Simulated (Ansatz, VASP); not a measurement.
AlRu: VASP beside Ansatz

File INCAR:

```
SYSTEM = AlRu
PREC = Accurate
ENCUT = 520
EDIFF = 1E-6
ISMEAR = 0
SIGMA = 0.15
LREAL = .False.
LASPH = .True.
NELM = 100
ALGO = Fast
ISIF = 2
LWAVE = .False.
LCHARG = .True.
GGA = PS
LELF = .True.
LVHAR = .True.
NBANDS = 16
```

KPOINTS

```
regular mesh
0
Gamma
  16 16 16
  0 0 0
```

POSCAR

```
AlRu
1.0
    2.8420200000      0.0000000000      0.0000000000
    0.0000000000      2.8420200000      0.0000000000
    0.0000000000      0.0000000000      2.8420200000
Al Ru
1 1
Direct
    0.0000000000      0.0000000000      0.0000000000
    0.5000000000      0.5000000000      0.5000000000
```

Input for Ansatz:

```yaml
crystal:
  lattice:
    - [2.84202, 0.0, 0.0]
    - [0.0, 2.84202, 0.0]
    - [0.0, 0.0, 2.84202]
  atoms:
    - { symbol: Al, position: [0.0, 0.0, 0.0] }
    - { symbol: Ru, position: [0.5, 0.5, 0.5] }
basis:
  ecutwfc: 420
kpoints:
  mp_grid: { grid: [16, 16, 16] }
hamiltonian:
  xc: pbesol
scf:
  occupations: { method: gaussian, width: 0.15 }
output:
  forces: true
  stress: true
  eigenvalues: true
```

Change from the starting cell: strain -0.050 along x and y, -0.050 along z, atoms carried along.

Alike in both runs: task single point; functional PBEsol; k mesh 16 × 16 × 16; occupations gaussian, width 0.15 eV; no spin polarisation.

|  | VASP | Ansatz |
| --- | --- | --- |
| version | VASP 6.6.1 | Ansatz 0.2.0 |
| potentials or method | VASP PAW PBE potentials, release 64 (Al, Ru_pv) | scalar-relativistic, plane waves, PAW |
| plane-wave cutoff (eV) | 520 | 420 |
| valence electrons in the cell | 17 | 19 |

```csv
,VASP,Ansatz,Ansatz less VASP
gap on the k mesh at the Fermi level (eV),none,none,-
pressure (GPa),41.4,41.1,-0.31
```

A gap of «none» marks a metal or a gap that the smearing closes. The functional is the same, so the differences come from potentials, cutoffs and numerics. The two sets of potentials don't hold the same shells in valence.

Caveats: so large a pressure means that the cell lies far from this level's equilibrium, or that cutoff or potentials fall short (VASP); the potentials were made for another functional, which shifts forces and pressure (VASP).
